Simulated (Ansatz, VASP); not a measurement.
**Cross-check of P2W between VASP and Ansatz**

One calculation is typed for both programs; each brings its own data sets. How far apart do they land? The cell is taken from a series of runs on this material, whose earlier steps may have relaxed, scaled, displaced or heated it; both programs get it as it stands.

Main program and level: Ansatz 0.2.0; plane waves, with VASP 6.6.1 beside it; relaxation of cell and atoms at BLYP with D3(BJ).

## 1. Set-up

The structure is monoclinic, space group C2/m (No. 12). Conventional cell: a = 8.500 Å, b = 3.168 Å, c = 7.466 Å, α = 90.00°, β = 119.37°, γ = 90.00°. Nearest to P lie 1 P at 2.19 Å and 3 W at 2.46 to 2.48 Å. P has 5 W at 2.49 to 2.64 Å nearest. Nearest to W lie 8 P at 2.46 to 2.64 Å. Farther neighbours are not listed.

Coordinates:

```cif
data_structure
_symmetry_space_group_name_H-M 'C2/m'
_symmetry_Int_Tables_number 12
_cell_length_a 8.5000
_cell_length_b 3.1680
_cell_length_c 7.4660
_cell_angle_alpha 90.000
_cell_angle_beta 119.367
_cell_angle_gamma 90.000
_cell_volume 175.21
loop_
_atom_site_label
_atom_site_type_symbol
_atom_site_symmetry_multiplicity
_atom_site_Wyckoff_symbol
_atom_site_fract_x
_atom_site_fract_y
_atom_site_fract_z
_atom_site_occupancy
P1 P 4 i 0.63800 0.50000 0.02410 1
P2 P 4 i 0.09880 0.50000 0.39680 1
W1 W 4 i 0.84180 0.00000 0.29350 1
```

## 2. VASP: relaxation of cell and atoms, BLYP with D3(BJ)

The relaxed volume is the usual yardstick between codes: in a stiff, nearly cubic crystal its relative difference is about their pressure difference at one cell divided by the bulk modulus.

Lines of VASP's logs that name or quote its potential files are left out, and so is its time.

Contents of INCAR:

```
SYSTEM = P2W
PREC = Accurate
ENCUT = 600
EDIFF = 1E-07
NELM = 120
ISMEAR = 0
SIGMA = 0.1
LREAL = .FALSE.
ALGO = Normal
GGA = B5
ALDAX = 1
AGGAX = 1
AGGAC = 1
ALDAC = 0
IVDW = 12
VDW_S6 = 1
VDW_S8 = 2.6996
VDW_A1 = 0.4298
VDW_A2 = 4.2359
NBANDS = 22
LASPH = .TRUE.
LORBIT = 11
LWAVE = .FALSE.
LCHARG = .FALSE.
ISIF = 3
IBRION = 2
NSW = 80
EDIFFG = -0.005
GGA_COMPAT = .FALSE.
NELMIN = 4
KPAR = 2
```

Contents of POSCAR:

```
P2W
1.0
    4.2500000000     -1.5840000000      0.0000000000
    4.2500000000      1.5840000000      0.0000000000
   -3.6613410000      0.0000000000      6.5065920000
P W
4 2
Direct
    0.1380000462      0.1380000462      0.0241000204
    0.8620000714      0.8620000714      0.9758999796
    0.5988000323      0.5988000323      0.3968000452
    0.4011999677      0.4011999677      0.6031999548
    0.8418000851      0.8418000851      0.2935000381
    0.1582000326      0.1582000326      0.7064999619
```

Contents of KPOINTS:

```
Automatic mesh
0
Gamma
10 10 6
0 0 0
```

PAW data sets: P and W (PBE family, release 64).

Command:

```
$ mpirun -np 2 vasp_std
```

Numbers of over 12 decimals in the logs are rounded to 6 here.

Output:

```text
[banner, memory and clock lines left out]
running    2 mpi-ranks, on    1 nodes
 distrk:  each k-point on    1 cores,    2 groups
 distr:  one band on    1 cores,    1 groups

 POSCAR found type information on POSCAR P W
 POSCAR found :  2 types and       6 ions
|                                                                             |
|               ----> ADVICE to this user running VASP <----                  |
|                                                                             |
|     You enforced a specific xc type in the INCAR file but a different       |
|     [... a line on the potential file left out ...]
|     I HOPE YOU KNOW WHAT YOU ARE DOING!                                     |
|                                                                             |

 LDA part: xc-table for (Slater(with rela. corr.)+VWN5), standard interpolation
 POSCAR, INCAR and KPOINTS ok, starting setup
 FFT: planning ... GRIDC
 FFT: planning ... GRID_SOFT
 FFT: planning ... GRID
 WAVECAR not read
 entering main loop
       N       E                     dE             d eps       ncg     rms          rms(c)
DAV:   1     0.140518108054E+03    0.14052E+03   -0.15230E+04  7568   0.145E+03
DAV:   2    -0.314166763935E+02   -0.17193E+03   -0.16178E+03  9352   0.285E+02
DAV:   3    -0.439930065482E+02   -0.12576E+02   -0.11970E+02 10692   0.639E+01
DAV:   4    -0.443093062376E+02   -0.31630E+00   -0.31181E+00 10310   0.104E+01
DAV:   5    -0.443169864435E+02   -0.76802E-02   -0.76677E-02 10454   0.154E+00    0.381E+01
DAV:   6    -0.427962790655E+02    0.15207E+01   -0.96243E+00 11932   0.154E+01    0.151E+01
DAV:   7    -0.426090600415E+02    0.18722E+00   -0.27006E+00 10758   0.960E+00    0.110E+01
DAV:   8    -0.424797777597E+02    0.12928E+00   -0.40426E-01 11010   0.435E+00    0.417E-01
DAV:   9    -0.424790709956E+02    0.70676E-03   -0.41117E-02 10242   0.117E+00    0.351E-01
DAV:  10    -0.424792117337E+02   -0.14074E-03   -0.27462E-03  9568   0.336E-01    0.174E-01
DAV:  11    -0.424792746455E+02   -0.62912E-04   -0.41680E-04  9778   0.117E-01    0.689E-02
DAV:  12    -0.424793093808E+02   -0.34735E-04   -0.85706E-05 10128   0.576E-02    0.189E-02
DAV:  13    -0.424793103198E+02   -0.93903E-06   -0.61609E-06 10136   0.186E-02    0.830E-03
DAV:  14    -0.424793100749E+02    0.24489E-06   -0.97878E-07  9568   0.596E-03    0.173E-03
DAV:  15    -0.424793101222E+02   -0.47265E-07   -0.63301E-08  6712   0.161E-03
   1 F= -.50251805E+02 E0= -.50247963E+02  d E =-.502518E+02
[... from here on, the cycles between the ionic steps are left out ...]
   2 F= -.50258268E+02 E0= -.50254339E+02  d E =-.646375E-02
   3 F= -.50259907E+02 E0= -.50256013E+02  d E =-.810217E-02
   4 F= -.50260681E+02 E0= -.50256716E+02  d E =-.773989E-03
   5 F= -.50260734E+02 E0= -.50256784E+02  d E =-.827594E-03
   6 F= -.50260862E+02 E0= -.50256846E+02  d E =-.127577E-03
   7 F= -.50260864E+02 E0= -.50256839E+02  d E =-.130011E-03
   8 F= -.50260871E+02 E0= -.50256825E+02  d E =-.698764E-05
   9 F= -.50260878E+02 E0= -.50256841E+02  d E =-.136393E-04
  10 F= -.50260878E+02 E0= -.50256840E+02  d E =-.136454E-04
 curvature:  -0.36 expect dE=-0.526E-05 dE for cont linesearch -0.129E-09
 trial: gam= 0.27699 g(F)=  0.868E-05 g(S)=  0.582E-05 ort = 0.153E-06 (trialstep = 0.856E+00)
 search vector abs. value=  0.197E-04
 bond charge predicted
       N       E                     dE             d eps       ncg     rms          rms(c)
DAV:   1    -0.424858604884E+02    0.81238E-03   -0.41051E-04  7700   0.109E-01    0.132E-02
DAV:   2    -0.424858616811E+02   -0.11927E-05   -0.22380E-05  9936   0.310E-02    0.874E-03
DAV:   3    -0.424858615685E+02    0.11264E-06   -0.79656E-07 10234   0.593E-03    0.543E-03
DAV:   4    -0.424858616306E+02   -0.62075E-07   -0.21733E-07  6778   0.295E-03
  11 F= -.50260886E+02 E0= -.50256848E+02  d E =-.771863E-05
 trial-energy change:   -0.000008  1 .order   -0.000007   -0.000012   -0.000002
 step:   1.0406(harm=  1.0406)  dis= 0.00051  next Energy=   -50.260886 (dE=-0.757E-05)
 reached required accuracy - stopping structural energy minimisation
```

Parts of OUTCAR (step 2):

```text
ion  position               nearest neighbor table
   1  0.138  0.138  0.024-   2 2.19   6 2.46   5 2.48   5 2.48   2 2.63   2 2.63
   2  0.862  0.862  0.976-   1 2.19   5 2.46   6 2.48   6 2.48   1 2.63   1 2.63
   3  0.599  0.599  0.397-   5 2.49   5 2.49   5 2.53   6 2.64   6 2.64   4 2.76   4 2.76   4 2.78

  LATTYP: Found a base centered monoclinic cell.
 ALAT       =     8.5000000000
 B/A-ratio  =     0.3727058824
 C/A-ratio  =     0.8783529520
 COS(beta)  =    -0.4904019495

 Subroutine GETGRP returns: Found  4 space group operations
 (whereof  4 operations were pure point group operations)

The static configuration has the point symmetry C_2h.

 Found    172 irreducible k-points:

   k-points           NKPTS =    172   k-points in BZ     NKDIM =    172   number of bands    NBANDS=     22

   dimension x,y,z NGX =    36 NGY =   36 NGZ =   60
   dimension x,y,z NGXF=    72 NGYF=   72 NGZF=  120

   ENCUT  =  600.0 eV  44.10 Ry    6.64 a.u.   9.06  9.06 14.91*2*pi/ulx,y,z

   NELECT =      32.0000    total number of electrons

 k-points in reciprocal lattice and weights: Automatic mesh
   0.00000000  0.00000000  0.00000000       0.002
   0.10000000 -0.00000000  0.00000000       0.007
   0.20000000 -0.00000000  0.00000000       0.007
   0.30000000 -0.00000000  0.00000000       0.007
   0.40000000  0.00000000  0.00000000       0.007
   0.50000000 -0.00000000  0.00000000       0.003
   0.10000000  0.10000000  0.00000000       0.003
   0.20000000  0.10000000  0.00000000       0.007
   0.30000000  0.10000000  0.00000000       0.007
[...]
-0.40000000  0.40000000  0.50000000       0.003
   0.50000000  0.50000000  0.50000000       0.002

 Edisp (eV)   -7.77421

 average (electrostatic) potential at core
       1 -79.7883       2 -79.7883       3 -79.7053       4 -79.7053       5 -36.2444
       6 -36.2444

 E-fermi :   9.9808

 k-point     1 :       0.0000    0.0000    0.0000
  band No.  band energies     occupation
    ...
     12       6.9292      2.00000
     13       7.6001      2.00000
     14       7.8080      2.00000
     15       8.3016      2.00000
     16       9.6194      2.00000
     17      10.4293      0.00000
     18      10.8269      0.00000
     19      11.7790      0.00000
     20      12.9215      0.00000
     21      13.6524      0.00000
    ...

 k-point     2 :       0.1000   -0.0000    0.0000
  band No.  band energies     occupation
    ...
     12       6.9064      2.00000
     13       7.1162      2.00000
     14       7.7036      2.00000
     15       8.2554      2.00000
     16       9.7594      1.99826
     17      10.4827      0.00000
     18      10.8508      0.00000
     19      11.8852      0.00000
     20      12.8048      0.00000
     21      13.5059      0.00000
    ...

 k-point     3 :       0.2000   -0.0000    0.0000
  band No.  band energies     occupation
    ...
     13       6.8615      2.00000
     14       7.5283      2.00000
     15       8.0325      2.00000
     16       9.8615      1.90850
     17      10.0259      0.52426
     18      11.2601      0.00000
     19      12.0397      0.00000
     20      12.8704      0.00000
     21      13.2156      0.00000
     22      13.6184      0.00000

 Edisp (eV)   -7.77502

  Total      -0.00083    -0.00261     0.00355     0.00000     0.00000    -0.01006
  in kB      -0.01512    -0.04766     0.06501     0.00000     0.00000    -0.18398
  external pressure =        0.00 kB  Pullay stress =        0.00 kB

  energy-cutoff  :      600.00
  volume of cell :       87.60
      direct lattice vectors                 reciprocal lattice vectors
     4.242778693 -1.590394443  0.001523991     0.117823476 -0.314387416  0.066316693
     4.242778693  1.590394443  0.001523991     0.117823476  0.314387416  0.066316693
    -3.652797615  0.000000000  6.489848879    -0.000055336  0.000000000  0.154055647

 POSITION                                       TOTAL-FORCE (eV/Angst)
 -----------------------------------------------------------------------------------
      1.06832      0.00000      0.16398        -0.001098      0.000000      0.000704
      3.76444      0.00000      6.32892         0.001098     -0.000000     -0.000704
      3.63346      0.00000      2.58079         0.001756      0.000000      0.002337
      1.19930      0.00000      3.91210        -0.001756      0.000000     -0.002337
      6.06830      0.00000      1.90259         0.002397      0.000000      0.001728
     -1.23554      0.00000      4.59031        -0.002397      0.000000     -0.001728
 -----------------------------------------------------------------------------------
    total drift:                               -0.000210     -0.000000      0.000005

  FREE ENERGIE OF THE ION-ELECTRON SYSTEM (eV)
  ---------------------------------------------------
  free  energy   TOTEN  =       -50.2608857651 eV

  energy  without entropy=      -50.2528097970  energy(sigma->0) =      -50.25684778

 reached required accuracy - stopping structural energy minimisation

 total charge
# of ion       s       p       d       tot
------------------------------------------
    1        1.041   1.486   0.000   2.527
    2        1.041   1.486   0.000   2.527
    3        1.047   1.447   0.000   2.494
    4        1.047   1.447   0.000   2.494
    5        0.565   0.681   4.489   5.736
    6        0.565   0.681   4.489   5.736
--------------------------------------------------
tot          5.307   7.228   8.979  21.513

[... 3 further parts left out ...]
```

CONTCAR:

```
P2W
   1.00000000000000
     4.2427786932232561   -1.5903944434182757    0.0015239911654372
     4.2427786932232561    1.5903944434182757    0.0015239911654372
    -3.6527976154764841    0.0000000000000000    6.4898488791410580
  P               W
     4     2
Direct
     0.1367477097091917    0.1367477097091917    0.0252030932489991
     0.8632524078908037    0.8632524078908037    0.9747969067510011
     0.5992561660534728    0.5992561660534728    0.3973846931608402
     0.4007438339465271    0.4007438339465271    0.6026153068391600
     0.8411615459510074    0.8411615459510074    0.2927686559535264
     0.1588385717489899    0.1588385717489899    0.7072313440464737
```

The run keeps the 4 symmetry operations of its start, so it cannot find a distortion of lower symmetry.

(Continued in part 2 of 2.)

[Lines on the potential files, build, host, timing and source positions are cut from VASP's logs without a mark.]

[Logs are printed without paths, hosts, clocks, repeated set-up lines and the standing remarks that a program may print on its own settings, such as how far it seeks lower states.]

[Hosts, paths, dates, database ids (printed as entryN), source tags and the programs' standing remarks are cut or masked in the printed files.]
